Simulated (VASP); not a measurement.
# CdSe (F-43m) in VASP: further runs

Aim: see how the results for CdSe move with the level of theory and the settings. Levels: LDA, HSE06. Tasks: band structure.

Program: VASP 6.6.1. These are calculated values, not measurements. Logs are shortened: lines on timing, memory, paths and dates and some standing lists are left out, and cuts for length are marked.

### Step 1. Starting point

The structure is cubic, space group F-43m (No. 216). The conventional cell has a = 6.092 Å, b = 6.092 Å, c = 6.092 Å, α = 90.00°, β = 90.00°, γ = 90.00°. Around Cd (site symmetry -43m) lie 4 Se at 2.64 Å. Around Se (site symmetry -43m) lie 4 Cd at 2.64 Å.

Measurements of this composition are mostly on another form, of space group No. 186.

### Step 2. Band structure, LDA

The input, INCAR:

```
PREC = Accurate
ENCUT = 520
EDIFF = 1E-6
ISMEAR = 0
SIGMA = 0.03
LREAL = False
LASPH = True
NELM = 80
ALGO = Normal
ISIF = 2
LWAVE = False
LCHARG = False
GGA = CA
NBANDS = 16
```

The input, KPOINTS:

```
Automatic mesh
0
Gamma
  8 8 8
```

The input, POSCAR:

```
CdSe                                    
1.0
    0.0000000000      3.0462087306      3.0462087306
    3.0462087306      0.0000000000      3.0462087306
    3.0462087306      3.0462087306      0.0000000000
  Cd              Se            
     1     1
Direct
     0.0000000000000000    0.0000000000000000    0.0000000000000000
     0.7500000000000000    0.7500000000000000    0.7500000000000000
```

The input, KPOINTS_OPT:

```
explicit points
159
Reciprocal
 0.0000000000  0.0000000000  0.0000000000 1
 0.0357142857  0.0000000000  0.0357142857 1
 0.0714285714  0.0000000000  0.0714285714 1
 0.1071428571  0.0000000000  0.1071428571 1
 0.1428571429  0.0000000000  0.1428571429 1
 0.1785714286  0.0000000000  0.1785714286 1
[... 151 lines left out ...]
 0.4250000000  0.0000000000  0.4250000000 1
 0.4500000000  0.0000000000  0.4500000000 1
```

Potentials or basis: VASP PAW LDA potentials, release 64 (Cd, Se).

Started as:

```sh
$ cat potpaw_LDA.64/Cd/POTCAR potpaw_LDA.64/Se/POTCAR > POTCAR
$ mpirun -np 1 vasp_std > vasp.out
```

OUTCAR:

```text
PREC = Accurate
   ENCUT = 520
   EDIFF = 1E-6
   ISMEAR = 0
   LREAL = False
   LASPH = True
   NELM = 80
   ISIF = 2
   GGA = CA

 ion  position               nearest neighbor table
   1  0.000  0.000  0.000-   2 2.64   2 2.64   2 2.64   2 2.64
   2  0.750  0.750  0.750-   1 2.64   1 2.64   1 2.64   1 2.64

  LATTYP: Found a face centered cubic cell.
 ALAT       =     6.0924174612

  Lattice vectors:

 A1 = (   0.0000000000,   3.0462087306,   3.0462087306)
 A2 = (   3.0462087306,   0.0000000000,   3.0462087306)
 A3 = (   3.0462087306,   3.0462087306,   0.0000000000)

Analysis of symmetry for initial positions (statically):
=====================================================================
 Subroutine PRICEL returns:
 Original cell was already a primitive cell.

 Routine SETGRP: Setting up the symmetry group for a
 face centered cubic supercell.

 Subroutine GETGRP returns: Found 24 space group operations
 (whereof 24 operations were pure point group operations)
 out of a pool of 48 trial point group operations.

The static configuration has the point symmetry T_d .

Analysis of symmetry for dynamics (positions and initial velocities):
=====================================================================
 Subroutine PRICEL returns:
 Original cell was already a primitive cell.

 Routine SETGRP: Setting up the symmetry group for a
 face centered cubic supercell.

 Subroutine GETGRP returns: Found 24 space group operations
 (whereof 24 operations were pure point group operations)
 out of a pool of 48 trial point group operations.

The dynamic configuration has the point symmetry T_d .

 Subroutine INISYM returns: Found 24 space group operations
 (whereof 24 operations are pure point group operations),
 and found     1 'primitive' translations

----------------------------------------------------------------------------------------

                                     Primitive cell

  volume of cell :      56.5339

  direct lattice vectors                    reciprocal lattice vectors
     0.000000000  3.046208731  3.046208731    -0.164138457  0.164138457  0.164138457
     3.046208731  0.000000000  3.046208731     0.164138457 -0.164138457  0.164138457
     3.046208731  3.046208731  0.000000000     0.164138457  0.164138457 -0.164138457

  length of vectors
     4.307989701  4.307989701  4.307989701     0.284296147  0.284296147  0.284296147

  position of ions in fractional coordinates (direct lattice)
     0.000000000  0.000000000  0.000000000
     0.750000000  0.750000000  0.750000000

[... 72 lines left out ...]
   LSORBIT =      F    spin-orbit coupling
   LASPH  =      T    aspherical Exc in radial PAW
   ENCUT  =  520.0 eV  38.22 Ry    6.18 a.u.   8.01  8.01  8.01*2*pi/ulx,y,z
   NELM   =     80;   NELMIN=  2; NELMDL= -5     # of ELM steps
   EDIFF  = 0.1E-05   stopping-criterion for ELM
   LREAL  =      F    real-space projection
   EDIFFG = 0.1E-04   stopping-criterion for IOM
   NSW    =      0    number of steps for IOM
   IBRION =     -1    ionic relax: 0-MD 1-quasi-New 2-CG
   NFREE  =      0    steps in history (QN), initial steepest desc. (CG)
   ISIF   =      2    stress and relaxation
   ISYM   =      2    0-nonsym 1-usesym 2-fastsym
   POTIM  = 0.5000    time-step for ionic-motion
   TEBEG  =    0.0;   TEEND  =   0.0 temperature during run
   PSTRESS=    0.0 pullay stress
   NELECT =      18.0000    total number of electrons
   NUPDOWN=      -1.0000    fix difference up-down
   EMIN   =  10.00;   EMAX   =-10.00  energy-range for DOS
   EFERMI =   0.00;   METHOD = LEGACY
   ISMEAR =     0;   SIGMA  =   0.03  broadening in eV -4-tet -1-fermi 0-gaus
   EFERMI_NEDOS =   21; number of points for ismear=-14 and -15
   IALGO  =     38    algorithm
   IMIX   =      4    mixing-type and parameters
     AMIX     =   0.40;   BMIX     =  1.00
     AMIX_MAG =   1.60;   BMIX_MAG =  1.00
  volume/ion in A,a.u.               =      28.27       190.75
  Fermi-wavevector in a.u.,A,eV,Ry     =   1.117882  2.112491 17.002662  1.249660
  Thomas-Fermi vector in A             =   2.254509
   LORBIT       =      0    0 simple, 1 ext, 2 COOP (PROOUT), +10 PAW based schemes
   GGA     = CA    functional components
   LHFCALC =     F    Hartree Fock is set to
   AEXX    =    0.0000 exact exchange contribution
   IVDW    =     0    specifies the selected vdW correction
   LEPSILON=     F    determine dielectric tensor
   LRPA    =     F    only Hartree local field effects (RPA)
 non-spin polarized calculation
 Gauss-broadening in eV      SIGMA  =   0.03
  energy-cutoff  :      520.00
  volume of cell :       56.53
 maximum number of plane-waves:      1540
   NGX = 17   NGY = 17   NGZ = 17

 number of electron      18.0000001 magnetization

 Free energy of the ion-electron system (eV)
  ---------------------------------------------------
  ext. energy  EPLUGINS =         0.00000000
  ---------------------------------------------------
  free energy    TOTEN  =        -6.75140269 eV

  energy without entropy =       -6.75140269  energy(sigma->0) =       -6.75140269

 E-fermi :   0.9483     XC(G=0):  -9.2685

 val. band max:        0.7710476656   @ k =   0.0000   0.0000   0.0000
 cond. band min:       1.1237092007   @ k =   0.0000   0.0000   0.0000
 fundamental gap:      0.3526615351
 Fermi energy:         0.9482663676

 k-point     1 :       0.0000    0.0000    0.0000
  band No.  band energies     occupation
      1     -11.8475      2.00000
      2      -7.1628      2.00000
      3      -7.1628      2.00000
      4      -7.1628      2.00000
      5      -6.7887      2.00000
      6      -6.7887      2.00000
[... 433 lines left out ...]
      3      -7.0084      2.00000
      4      -6.8098      2.00000
      5      -6.7728      2.00000
      6      -6.4134      2.00000
[... 8 lines left out ...]
     15      12.2741      0.00000
     16      13.2449      0.00000

 [... further k-points ...]
[... 5 lines left out ...]
  --------------------------------------------------------------------------------------
  -------------------------------------------------------------------------------------
  Total       -0.6350545     -0.6350545     -0.6350545      0.0000000     -0.0000000      0.0000000
  in kB      -17.9975177    -17.9975177    -17.9975177      0.0000000     -0.0000000      0.0000000
  external PRESSURE =     -17.9975177 kB  Pullay stress =       0.0000000 kB

 VOLUME and BASIS-vectors are now :
 -----------------------------------------------------------------------------
  energy-cutoff  :      520.00
  volume of cell :       56.53
      direct lattice vectors                 reciprocal lattice vectors
     0.000000000  3.046208731  3.046208731    -0.164138457  0.164138457  0.164138457
     3.046208731  0.000000000  3.046208731     0.164138457 -0.164138457  0.164138457
     3.046208731  3.046208731  0.000000000     0.164138457  0.164138457 -0.164138457

 POSITION                                       TOTAL-FORCE (eV/Angst)
 -----------------------------------------------------------------------------------
      0.00000      0.00000      0.00000        -0.000000     -0.000000     -0.000000
      4.56931      4.56931      4.56931         0.000000      0.000000      0.000000
 -----------------------------------------------------------------------------------
    total drift:                               -0.000000     -0.000000     -0.000000

  FREE ENERGIE OF THE ION-ELECTRON SYSTEM (eV)
  ---------------------------------------------------
  free  energy   TOTEN  =        -6.7514026930 eV

  energy  without entropy=       -6.7514026930  energy(sigma->0) =       -6.75140269
```

stdout:

```text
POSCAR found type information on POSCAR CdSe
 POSCAR found :  2 types and       2 ions
 scaLAPACK will be used
 LDA part: xc-table for (Slater(with rela. corr.)+CA(PZ))
 , standard interpolation
 POSCAR, INCAR and KPOINTS ok, starting setup
 FFT: planning ... GRIDC
 FFT: planning ... GRID_SOFT
 FFT: planning ... GRID
 WAVECAR not read
 entering main loop
 Start KPOINTS_OPT (optional k-point list driver)
k-point batch [1-29\159]
k-point batch [30-58\159]
k-point batch [59-87\159]
k-point batch [88-116\159]
k-point batch [117-145\159]
k-point batch [146-159\159]
```

Run time: 49 s. Hardware: 1 thread of Intel Xeon Platinum 8259CL at 2.50GHz (Skylake/Cascade Lake), shared host; peak memory 0.18 GiB.

Results:

```
Free energy             : -6.7514 eV
Pressure                : -1.8 GPa
Band gap on the k mesh  : 0.35 eV, direct
Band gap along the path : 0.35 eV, direct
```

Levels at the corners of the path, in eV from the valence-band top:
```tsv
point	band 6	band 7	band 8	band 9	band 10	band 11	band 12	band 13
Γ	-7.56	0.00	0.00	0.00	0.35	5.80	5.80	5.80
X	-7.21	-4.14	-1.87	-1.87	2.94	3.61	8.86	9.99
X	-7.21	-4.14	-1.87	-1.87	2.94	3.61	8.86	9.99
W	-7.08	-4.05	-2.26	-2.24	4.90	5.06	6.28	7.41
W	-7.08	-4.05	-2.26	-2.24	4.90	5.06	6.28	7.41
K	-7.12	-4.08	-2.56	-1.53	3.53	5.01	8.05	8.46
K	-7.12	-4.08	-2.56	-1.53	3.53	5.01	8.05	8.46
Γ	-7.56	0.00	0.00	0.00	0.35	5.80	5.80	5.80
Γ	-7.56	0.00	0.00	0.00	0.35	5.80	5.80	5.80
L	-7.27	-4.45	-0.76	-0.76	2.19	6.31	6.31	7.18
L	-7.27	-4.45	-0.76	-0.76	2.19	6.31	6.31	7.18
U	-7.12	-4.08	-2.56	-1.53	3.53	5.01	8.05	8.46
U	-7.12	-4.08	-2.56	-1.53	3.53	5.01	8.05	8.46
W	-7.08	-4.05	-2.26	-2.24	4.90	5.06	6.28	7.41
W	-7.08	-4.05	-2.26	-2.24	4.90	5.06	6.28	7.41
L	-7.27	-4.45	-0.76	-0.76	2.19	6.31	6.31	7.18
L	-7.27	-4.45	-0.76	-0.76	2.19	6.31	6.31	7.18
K	-7.12	-4.08	-2.56	-1.53	3.53	5.01	8.05	8.46
U	-7.12	-4.08	-2.56	-1.53	3.53	5.01	8.05	8.46
X	-7.21	-4.14	-1.87	-1.87	2.94	3.61	8.86	9.99
```

### Step 3. Band structure, HSE06, spin-orbit coupling, no magnetisation

The input, POSCAR:

```
CdSe                                    
1.0
    0.0000000000      3.0462087308      3.0462087308
    3.0462087308      0.0000000000      3.0462087308
    3.0462087308      3.0462087308      0.0000000000
  Cd              Se            
     1     1
Direct
     0.0000000000000000    0.0000000000000000    0.0000000000000000
     0.7500000000000000    0.7500000000000000    0.7500000000000000
```

The input, INCAR.step1:

```
PREC = Accurate ; ENCUT = 520
EDIFF = 1E-5 ; ISMEAR = 0
SIGMA = 0.03 ; LREAL = F
LASPH = T ; NELM = 80
ALGO = Normal ; ISIF = 2
LWAVE = T ; LCHARG = F
MAGMOM = 0 0 0 0 0 0 ; LORBIT = 11
LSORBIT = T ; GGA_COMPAT = F
NBANDS = 32 ; GGA = PE
```

The input, INCAR.step2:

```
PREC = Accurate ; ENCUT = 520
EDIFF = 1E-7 ; ISMEAR = 0
SIGMA = 0.03 ; LREAL = F
LASPH = T ; NELM = 80
ALGO = Normal ; ISIF = 2
LWAVE = F ; LCHARG = F
MAGMOM = 0 0 0 0 0 0 ; LORBIT = 11
LSORBIT = T ; GGA_COMPAT = F
GGA = PE ; LHFCALC = T
HFSCREEN = 0.2 ; PRECFOCK = Fast
NBANDS = 32 ; ISTART = 1
```

The input, KPOINTS:

```
regular mesh
0
Gamma
  4 4 4
```

The input, KPOINTS_OPT:

```
explicit points
9
Reciprocal
 0.0000000000  0.0000000000  0.0000000000 1
 0.3750000000  0.3750000000  0.7500000000 1
 0.5000000000  0.5000000000  0.5000000000 1
 0.6250000000  0.2500000000  0.6250000000 1
 0.5000000000  0.2500000000  0.7500000000 1
 0.5000000000  0.0000000000  0.5000000000 1
 0.4000000000  0.0000000000  0.4000000000 1
 0.4250000000  0.0000000000  0.4250000000 1
 0.4500000000  0.0000000000  0.4500000000 1
```

Potentials or basis: VASP PAW PBE potentials, release 64 (Cd, Se).

Started as:

```sh
$ cat potpaw_PBE.64/Cd/POTCAR potpaw_PBE.64/Se/POTCAR > POTCAR
$ cp INCAR.step1 INCAR
$ mpirun -np 1 vasp_ncl > vasp.out
$ cp INCAR.step2 INCAR
$ mpirun -np 1 vasp_ncl > vasp.out
```

It took 27 min on 1 thread of AMD EPYC 9R45 (Zen 5), shared host; peak memory 0.38 GiB.

The run converged. Its results:

```
Free energy                                           : -6.8704 eV
Pressure                                              : 1.7 GPa
Valence electrons inside the program's atomic spheres : Cd 10.32; Se 3.93
```

Caveat: the k mesh is coarse (spacing up to 0.45 Å⁻¹), so the values aren't converged, least of all with exact exchange; the PAW data sets were made with another functional, which shifts forces and pressure a little.
